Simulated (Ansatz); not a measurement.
# HfO2, relaxed, part 2 of 2

The start is HfO2, a borrowed structure type, volume estimated. Where does it settle when we relax cell and atoms, and what is it like there?

Ansatz 0.2.0; DFT, PBE, no spin polarisation, plane waves, PAW. Relaxing cell and atoms. The steps go on from the part before.

## Step 3: More of the same log: semilocal partner

Output, continued:

```text
SCF iter   6: F=-33723.059594 eV  HF=-33723.059594 eV  |F-HF|=1.05e-7  |Δ(HF+E_count)|=   7.53e-7  Δρ=1.33e-5  dr2=1.44e-7  ethr=7.89e-10  ⟨swp⟩=9.5  Hψ=9963  notcnv=0
SCF 6 converged in 6 iterations: F = -33723.059594 eV  dr2 = 1.44e-7
relax step   6: F+E_penalty+E_count = -33723.05959422 eV  Δ(F+E_penalty+E_count) = -1.410e-3 eV  max|allowed force component| = 2.628e-3 eV/Å  Δτ_max = 0.0164 Å  P = +0.009 GPa  Ω = 68.599 Å³  energy of the carried Pulay correction = +3.498e-2 eV  (6 SCF iters, dr2 threshold 6.00e-7 eV, accepted)
Basis set: ecut = 420 eV, 1321 PW (Γ), exchange–correlation on 50×50×72 points (8 copies of the dense FFT grid, shifted against one another)
Initial wavefunctions: pseudopotential atomic-orbital guess (no wavefunctions were taken with the density)
iter 1 solved again at ethr=9.47e-8 eV; its pass at ethr=3.10e-3 eV (dr2=7.19e-5 eV) is discarded
SCF iter   1: F=—  HF=-33723.039633 eV  |F-HF|=—  |Δ(HF+E_count)|=         —  Δρ=7.03e-4  dr2=4.65e-5  ethr=9.47e-8  ⟨swp⟩=3.3  Hψ=8038  notcnv=0
preconditioner: auto → Resta (q_TF=auto, 2.775 Å⁻¹)  ε∞=5.4  [insulator: Δε(μ)=4.673 eV  Ē_g=18.156 eV  σ=0.100 eV  W_gap=1.00  n_scr=28 (ndim 8)  ℏωp=38.0 eV  f_vac=0.065  D(μ)=0.00/eV (n_scr^D=0)  ε∞_Penn≈5.4]
SCF iter   2: F=—  HF=-33723.039572 eV  |F-HF|=—  |Δ(HF+E_count)|=   6.05e-5  Δρ=3.58e-4  dr2=1.97e-5  ethr=6.12e-8  ⟨swp⟩=2.0  Hψ=2520  notcnv=0
SCF iter   3: F=—  HF=-33723.039593 eV  |F-HF|=—  |Δ(HF+E_count)|=   2.06e-5  Δρ=1.79e-4  dr2=3.06e-6  ethr=2.60e-8  ⟨swp⟩=2.0  Hψ=2012  notcnv=0
SCF iter   4: F=—  HF=-33723.039601 eV  |F-HF|=—  |Δ(HF+E_count)|=   8.32e-6  Δρ=1.26e-5  dr2=8.67e-8  ethr=4.03e-9  ⟨swp⟩=2.0  Hψ=2280  notcnv=0
SCF iter   5: F=—  HF=-33723.039601 eV  |F-HF|=—  |Δ(HF+E_count)|=   1.50e-8  Δρ=6.48e-6  dr2=1.27e-8  ethr=1.14e-10  ⟨swp⟩=2.0  Hψ=2520  notcnv=0
SCF iter   6: F=—  HF=-33723.039601 eV  |F-HF|=—  |Δ(HF+E_count)|=   3.06e-8  Δρ=1.80e-6  dr2=8.55e-10  ethr=1.68e-11  ⟨swp⟩=2.0  Hψ=2500  notcnv=0
SCF iter   7: F=—  HF=-33723.039601 eV  |F-HF|=—  |Δ(HF+E_count)|=  7.28e-11  Δρ=4.82e-7  dr2=1.76e-10  ethr=1.13e-12  ⟨swp⟩=3.0  Hψ=2714  notcnv=0
SCF iter   8: F=-33723.039601 eV  HF=-33723.039601 eV  |F-HF|=0.00e0  |Δ(HF+E_count)|=  4.07e-10  Δρ=1.86e-7  dr2=2.69e-11  ethr=1.00e-12  ⟨swp⟩=6.2  Hψ=7064  notcnv=0
SCF 7 converged in 8 iterations: F = -33723.039601 eV  dr2 = 2.69e-11
relax step   7: F+E_penalty+E_count = -33723.03960105 eV  Δ(F+E_penalty+E_count) = +1.999e-2 eV  max|allowed force component| = 3.524e-3 eV/Å  Δτ_max = 0.0000 Å  P = -0.553 GPa  Ω = 68.599 Å³  stress off target by 5.76e-1 GPa  SCF on the basis re-selected at this cell (its energy is not comparable with the rows above)  (8 SCF iters)
basis re-selected at this cell: Δ(F+E_penalty+E_count) = +1.999e-2 eV, ΔP = -0.563 GPa vs the last step (what re-selecting the basis moved, of the pressure what is left beyond the Pulay correction that the steps carried, after the strain that the cell walked since its last selection, with what the two solves' SCF thresholds leave and, on support functions, any second-order correction that the steps lacked; it is no measure of the basis error at this ecutwfc). The dense FFT grid was sized anew with the basis: this SCF ran on 25×25×36 points, the steps before it on 27×27×40, so part of this shift can come from that change (see relax.cell in the input reference). This SCF's stress stands 5.76e-1 GPa from its target on what of the cell is left free (relax.cell.stress_tol is 5.00e-2 GPa) and its largest allowed force component is 3.52e-3 eV/Å (relax.f_tol is 3.00e-2 eV/Å): not within both, so this SCF does not close the relaxation
Crystal: 6 atoms, lattice volume = 68.404 Å³
iter 1 solved again at ethr=1.67e-7 eV; its pass at ethr=3.10e-3 eV (dr2=1.27e-4 eV) is discarded
SCF iter   1: F=—  HF=-33723.040976 eV  |F-HF|=—  |Δ(HF+E_count)|=         —  Δρ=4.80e-4  dr2=1.05e-4  ethr=1.67e-7  ⟨swp⟩=2.0  Hψ=5884  notcnv=0
preconditioner: auto → Resta (q_TF=auto, 2.777 Å⁻¹)  ε∞=5.4  [insulator: Δε(μ)=4.676 eV  Ē_g=18.166 eV  σ=0.100 eV  W_gap=1.00  n_scr=28 (ndim 8)  ℏωp=38.1 eV  f_vac=0.064  D(μ)=0.00/eV (n_scr^D=0)  ε∞_Penn≈5.4]
SCF iter   2: F=—  HF=-33723.040843 eV  |F-HF|=—  |Δ(HF+E_count)|=   1.34e-4  Δρ=2.26e-4  dr2=2.86e-5  ethr=1.38e-7  ⟨swp⟩=2.0  Hψ=1826  notcnv=0
SCF iter   3: F=—  HF=-33723.040840 eV  |F-HF|=—  |Δ(HF+E_count)|=   2.57e-6  Δρ=1.00e-4  dr2=7.87e-6  ethr=3.76e-8  ⟨swp⟩=1.5  Hψ=1413  notcnv=0
SCF iter   4: F=-33723.040840 eV  HF=-33723.040840 eV  |F-HF|=4.03e-7  |Δ(HF+E_count)|=   4.78e-7  Δρ=2.41e-5  dr2=4.16e-7  ethr=7.89e-10  ⟨swp⟩=7.3  Hψ=10055  notcnv=0
SCF 8 converged in 4 iterations: F = -33723.040840 eV  dr2 = 4.16e-7
relax step   8: F+E_penalty+E_count = -33723.04084008 eV  Δ(F+E_penalty+E_count) = -1.239e-3 eV  max|allowed force component| = 8.091e-5 eV/Å  Δτ_max = 0.0026 Å  P = -0.012 GPa  Ω = 68.404 Å³  energy of the carried Pulay correction = +9.162e-4 eV  (4 SCF iters, dr2 threshold 6.00e-7 eV, accepted)
iter 1 solved again at ethr=8.01e-8 eV; its pass at ethr=3.10e-3 eV (dr2=6.09e-5 eV) is discarded
SCF iter   1: F=—  HF=-33723.040063 eV  |F-HF|=—  |Δ(HF+E_count)|=         —  Δρ=3.78e-5  dr2=5.04e-7  ethr=8.01e-8  ⟨swp⟩=3.4  Hψ=8126  notcnv=0
preconditioner: auto → Resta (q_TF=auto, 2.777 Å⁻¹)  ε∞=5.4  [insulator: Δε(μ)=4.676 eV  Ē_g=18.165 eV  σ=0.100 eV  W_gap=1.00  n_scr=28 (ndim 8)  ℏωp=38.1 eV  f_vac=0.064  D(μ)=0.00/eV (n_scr^D=0)  ε∞_Penn≈5.4]
SCF iter   2: F=—  HF=-33723.039942 eV  |F-HF|=—  |Δ(HF+E_count)|=   1.20e-4  Δρ=2.24e-5  dr2=2.72e-7  ethr=6.63e-10  ⟨swp⟩=2.0  Hψ=2521  notcnv=0
SCF iter   3: F=—  HF=-33723.039943 eV  |F-HF|=—  |Δ(HF+E_count)|=   2.37e-7  Δρ=8.95e-6  dr2=6.58e-8  ethr=3.58e-10  ⟨swp⟩=2.0  Hψ=2107  notcnv=0
SCF iter   4: F=—  HF=-33723.039943 eV  |F-HF|=—  |Δ(HF+E_count)|=   3.87e-8  Δρ=3.79e-6  dr2=8.36e-9  ethr=8.65e-11  ⟨swp⟩=2.0  Hψ=2518  notcnv=0
SCF iter   5: F=—  HF=-33723.039943 eV  |F-HF|=—  |Δ(HF+E_count)|=   1.15e-8  Δρ=1.48e-6  dr2=1.60e-9  ethr=1.10e-11  ⟨swp⟩=2.0  Hψ=2494  notcnv=0
SCF iter   6: F=—  HF=-33723.039943 eV  |F-HF|=—  |Δ(HF+E_count)|=   1.51e-9  Δρ=6.16e-7  dr2=1.73e-10  ethr=2.10e-12  ⟨swp⟩=2.0  Hψ=2280  notcnv=0
SCF iter   7: F=-33723.039943 eV  HF=-33723.039943 eV  |F-HF|=1.46e-11  |Δ(HF+E_count)|=  4.37e-11  Δρ=1.91e-7  dr2=1.33e-11  ethr=1.00e-12  ⟨swp⟩=6.1  Hψ=7063  notcnv=0
SCF 9 converged in 7 iterations: F = -33723.039943 eV  dr2 = 1.33e-11
relax step   9: F+E_penalty+E_count = -33723.03994266 eV  Δ(F+E_penalty+E_count) = +8.974e-4 eV  max|allowed force component| = 3.132e-5 eV/Å  Δτ_max = 0.0000 Å  P = -0.026 GPa  Ω = 68.404 Å³  stress off target by 3.00e-2 GPa  SCF on the basis re-selected at this cell (its energy is not comparable with the rows above)  (7 SCF iters)
basis re-selected at this cell: Δ(F+E_penalty+E_count) = +8.974e-4 eV, ΔP = -0.014 GPa vs the last step (what re-selecting the basis moved, of the pressure what is left beyond the Pulay correction that the steps carried, after the strain that the cell walked since its last selection, with what the two solves' SCF thresholds leave and, on support functions, any second-order correction that the steps lacked; it is no measure of the basis error at this ecutwfc). This SCF's stress stands 3.00e-2 GPa from its target on what of the cell is left free (relax.cell.stress_tol is 5.00e-2 GPa) and its largest allowed force component is 3.13e-5 eV/Å (relax.f_tol is 3.00e-2 eV/Å): within both
SCF converged after 7 iterations
Free energy (F): -33723.039943 eV
Harris-Foulkes:  -33723.039943 eV  (|F-HF|=1.46e-11)
Internal energy: -33723.039943 eV  (E = F + TS)
E sigma→0 (E₀):  -33723.039943 eV
Fermi energy:    16.797365 eV
--- Per-component energies (eV) ---
  E_band       = 29.351426
  E_kinetic    = 1541.911352
  E_local      = -11846.865974  (includes V_loc(G=0)·N_el)
  E_nonlocal   = -2294.356164
  E_hartree    = 5414.281790
  E_xc         = -895.048988
  E_vxc        = -908.921498  (∫ρ·V_xc dr)
  E_paw        = -14485.874735  (= ΣΔE_a)
  E_vpaw       = 2709.010161  (= ΣTr[D̂ρ^β])
  E_aug_tail   = 0.010033  (compensation charges beyond the density's cutoff)
  E_ewald      = -11157.097258
  E_smearing   = -0.000000  (= −TS)
  E_closure    = -0.000000  (closes the sum)
  Σ components = -33723.039943   (vs F -33723.039943, Δ=0.00e0)
--- Forces (eV/Å), atoms counted from 1 ---
  atom   1  O      0.00000000     0.00000000    -0.00003132
  atom   2  O      0.00000000     0.00000000    -0.00003132
  atom   3  O      0.00000000     0.00000000     0.00003132
  atom   4  O      0.00000000     0.00000000     0.00003132
  atom   5  Hf     0.00000000     0.00000000    -0.00000000
  atom   6  Hf     0.00000000     0.00000000     0.00000000
  max |Σ_I F_I| component: 2.08e-17 eV/Å
--- Stress (GPa, compression-positive) ---
       -0.024482      -0.000000       0.000000
       -0.000000      -0.024482       0.000000
        0.000000       0.000000      -0.030006
  P = ⅓ Tr σ = -0.0263 GPa (-0.263 kbar)
--- Band table (eV; the first three rows and the last of 30) ---
  k-point 0: bands = ["-45.9816", "-45.9684", "-14.9728", "-14.6429", "-14.6429", "-14.6135", "-14.5504", "-14.5504", "-3.5162", "-2.0031", "-1.7665", "-1.2865", "4.1326", "4.1326", "4.1366", "4.1420", "4.1420", "4.1614", "4.1685", "4.1729", "4.1729", "4.1831", "4.1868", "4.1868", "4.1895", "4.3369", "9.2982", "9.7932", "10.0094", "10.0094", "11.8220", "11.8220", "13.0149", "13.0149", "13.5704", "14.1991", "14.2877", "14.2877", "19.0216", "19.0412", "20.1896", "20.3636", "20.6949", "21.6801", "23.1377", "23.1377"]
  k-point 1: bands = ["-45.9804", "-45.9697", "-14.9408", "-14.6504", "-14.6341", "-14.6341", "-14.5592", "-14.5592", "-3.3702", "-1.9721", "-1.9355", "-1.3441", "4.1336", "4.1336", "4.1369", "4.1432", "4.1432", "4.1634", "4.1719", "4.1719", "4.1785", "4.1810", "4.1813", "4.1854", "4.1854", "4.3146", "9.6282", "10.1061", "10.1061", "10.1490", "11.4868", "11.4868", "13.0235", "13.2818", "13.2818", "13.6213", "14.3092", "14.3092", "19.1484", "19.2222", "20.2128", "20.2267", "21.1118", "22.2448", "23.1976", "23.1976"]
  k-point 2: bands = ["-45.9771", "-45.9730", "-14.8549", "-14.7441", "-14.6112", "-14.6112", "-14.5823", "-14.5823", "-2.9746", "-2.4485", "-1.7540", "-1.5236", "4.1355", "4.1355", "4.1427", "4.1450", "4.1450", "4.1578", "4.1688", "4.1704", "4.1704", "4.1755", "4.1827", "4.1827", "4.2153", "4.2646", "10.3692", "10.3692", "10.5375", "10.9625", "10.9625", "11.0998", "11.8000", "12.3822", "13.5903", "13.5903", "14.3451", "14.3451", "19.4446", "19.7066", "19.8479", "20.1305", "22.0956", "23.3891", "23.3927", "23.3927"]
  k-point 29: bands = ["-45.9664", "-45.9662", "-14.8843", "-14.8749", "-14.8188", "-14.8001", "-14.6902", "-14.6884", "-1.7696", "-1.7198", "-1.7185", "-1.6485", "4.1267", "4.1288", "4.1311", "4.1322", "4.1445", "4.1455", "4.1468", "4.1473", "4.1552", "4.1559", "4.1905", "4.1924", "4.2012", "4.2029", "9.7269", "9.7987", "10.4683", "10.5415", "11.9726", "12.1192", "12.5236", "12.7696", "13.1529", "13.2009", "14.1556", "14.1941", "20.0866", "20.1245", "20.4506", "20.4614", "21.4473", "21.5667", "21.6663", "21.6706"]
--- Relaxed structure (7 steps of the walk, 7 accepted, 2 SCFs on fresh bases) ---
  F+E_penalty+E_count = -33723.03994266 eV   max|allowed force component| = 3.132e-5 eV/Å   (the final SCF, on the basis selected at the relaxed cell)
  cell:  # Å, volume = 68.4041 Å³
    - [3.6045364927980037, 2.7535660273897787e-33, 0.0]
    - [3.4352999761439215e-33, 3.6045364927980037, 0.0]
    - [0.0, 0.0, 5.264819747810674]
  atoms:
    - { symbol: O, position: [-1.5698275049287044e-35, 0.49999999999999994, 0.19319589703855305] }
    - { symbol: O, position: [-1.0888590778867228e-35, 0.49999999999999994, 0.693195897038553] }
    - { symbol: O, position: [0.49999999999999994, -4.141672566194889e-36, 0.3068041029614469] }
    - { symbol: O, position: [0.49999999999999994, -2.538444476054936e-36, 0.8068041029614468] }
    - { symbol: Hf, position: [1.4763058663372082e-35, 2.2712397943649362e-36, 2.962834404618823e-35] }
    - { symbol: Hf, position: [0.49999999999999994, 0.49999999999999994, 0.49999999999999994] }
--- Löwdin populations: 6 sites ---
  site symbol       q [e]
     0      O      6.6774
     1      O      6.6774
     2      O      6.6774
     3      O      6.6774
     4     Hf     24.5517
     5     Hf     24.5517
  spilling = 0.002462 (of n_electrons = 76.000000)
--- Bader charges: 6 sites ---
  site symbol  charge [e]  shift [e]
     0      O     -1.3288     0.0025
     1      O     -1.3288     0.0025
     2      O     -1.3288     0.0025
     3      O     -1.3288     0.0025
     4     Hf      2.6576     0.0050
     5     Hf      2.6576     0.0050
  estimated error of the sums over rays = 7.6e-4 e
```

Wall time 43 s (2 threads of an x86-64 CPU, shared host); peak memory 0.53 GiB.

The steps of the relaxation:

| step | energy from step 1 (eV/cell) | largest force component (eV/Å) | pressure (GPa) | volume (Å³) |
| --- | --- | --- | --- | --- |
| 1 | 0.0000 | 0.5857 | -22.18 | 76.34 |
| 2 | -0.6506 | 0.0466 | 6.61 | 66.16 |
| 3 | -0.6806 | 0.1190 | -1.14 | 68.38 |
| 4 | -0.6854 | 0.1219 | -0.57 | 68.34 |
| 5 | -0.6894 | 0.0705 | -0.30 | 68.44 |
| 6 | -0.6908 | 0.0026 | 0.01 | 68.60 |
| 7 | -0.6708 | 0.0035 | -0.55 | 68.60 |
| 8 | -0.6721 | 0.0001 | -0.01 | 68.40 |
| 9 | -0.6712 | 0.0000 | -0.03 | 68.40 |

Step 1 is the start. Steps 7, 9 repeat the geometry before on a plane-wave basis chosen anew for that cell, so the energy can jump there without any move; the table keeps such jumps.

| input's cell | before | after | change |
| --- | --- | --- | --- |
| a (Å) | 3.754 | 3.605 | -4.0 % |
| b (Å) | 3.754 | 3.605 | -4.0 % |
| c (Å) | 5.417 | 5.265 | -2.8 % |
| volume (Å³/atom) | 12.72 | 11.40 | -10.4 % |

The largest move, 0.04 Å, apart from the change of the cell, is shared by several atoms, O3 among them.

## Step 4: Density of states

States per cell by energy window, from dos.tsv and pdos.tsv (tetrahedra; eV from the Fermi level):

| from | to | total | Hf d | O p |
| --- | --- | --- | --- | --- |
| -8.0 | -7.0 | 0.82 | 0.19 | 0.56 |
| -7.0 | -6.0 | 5.24 | 1.28 | 3.72 |
| -6.0 | -5.0 | 4.96 | 0.79 | 3.88 |
| -5.0 | -4.0 | 3.75 | 0.42 | 3.13 |
| -4.0 | -3.0 | 5.87 | 0.54 | 5.12 |
| -3.0 | -2.0 | 3.36 | 0.14 | 3.13 |
| -2.0 | -1.0 | 0.00 | 0.00 | 0.00 |
| -1.0 | 0.0 | 0.00 | 0.00 | 0.00 |
| 0.0 | 1.0 | 0.00 | 0.00 | 0.00 |
| 1.0 | 2.0 | 0.00 | 0.00 | 0.00 |
| 2.0 | 3.0 | 2.29 | 1.96 | 0.21 |
| 3.0 | 4.0 | 5.70 | 4.78 | 0.69 |

On the mesh the valence top lies at -2.45 eV and the conduction bottom at 2.22 eV on this scale.

## Step 5: Atomic charges

By element, from the tables in the log (a charge is positive for electrons lost): Löwdin charges also hold the electrons that the projection spills.

| element | atoms | Bader charge (e) | Bader volume (Å³) | Löwdin charge (e) |
| --- | --- | --- | --- | --- |
| O | 4 | -1.33 | 12.0 | -0.68 |
| Hf | 2 | +2.66 | 10.2 | +1.45 |

Löwdin charges rest on a small set of atomic orbitals that misses 0.2 % of the electrons, so they need not add up to the cell's charge and can differ from Bader's even in sign.

## Step 6: Real-space fields

Maps in the plane spanned by b and c at height 0.500 along a (axes of the input's cell), one cell: b runs left to right (11 points from zero), c bottom to top (16 points), 90° apart. These are the smooth PAW fields, not the true ones near the nuclei.

Valence density. Ten steps from '0' (0.02 e/Å³) to '9' (31.60 e/Å³), finer at the low end (step k begins (100^(k/10) - 1)/99 of the way up):
```
32100000012
65210000125
66310000136
65310000135
33211221123
11124664211
00137997310
11148998411
33237887323
65324664235
66311221136
65310000135
33100000013
11000000001
00000000000
11000000001
```

ELF. Ten even steps from '0' (0.01) to '9' (0.85):
```
99740000479
79961001699
27971001797
79950000599
99711221179
65117887115
00059999500
43169999613
98339999338
79825885289
27941221497
79950000599
99730000379
65300000035
00000000000
43210000123
```

Atoms within 0.2 Å of the plane, in fractions of b and c: O at (1.00, 0.31), O at (1.00, 0.81), Hf at (0.50, 0.50).

## Step 7: Outcome

What follows sums up all 2 parts.

| quantity | value |
| --- | --- |
| moves | 6 |
| energy gained | 115.3 meV/atom |
| largest move | 0.04 Å (O) |
| space group (0.01 Å), before / after | P4_2/nmc / P4_2/nmc |
| cell | a = 3.605 Å, b = 3.605 Å, c = 5.265 Å, α = 90.00°, β = 90.00°, γ = 90.00° |
| volume | 11.40 Å³/atom (-10.4 %) |
| pressure at the end | -0.03 GPa |
| formation energy (elements from separate runs) | -3.41 eV/atom |
| gap (mesh) | 4.68 eV, indirect |
| least direct gap | 4.73 eV |
| Bader charges | O -1.33, Hf +2.66 e |

In words: The volume shrank by 10.4 %, and the largest move of an atom is 0.04 Å apart from the change of the cell; the energy fell by 115.3 meV per atom. The run held to 16 symmetry operations, so a lower structure without them is not ruled out. There is a gap of 4.68 eV, with the least direct gap at 4.73 eV; within 0.7 eV of the edges the states project mainly on O p (92 %) below and Hf d (86 %) above. Gaps from semilocal functionals tend to lie below the measured ones. By Bader's partition Hf gives up most (+2.66 e) and O takes most (-1.33 e). Against the elements' reference phases (O2 molecule, Hf hcp; separate runs with the same functional) the formation energy is -3.41 eV per atom, so it holds against falling apart into elements.
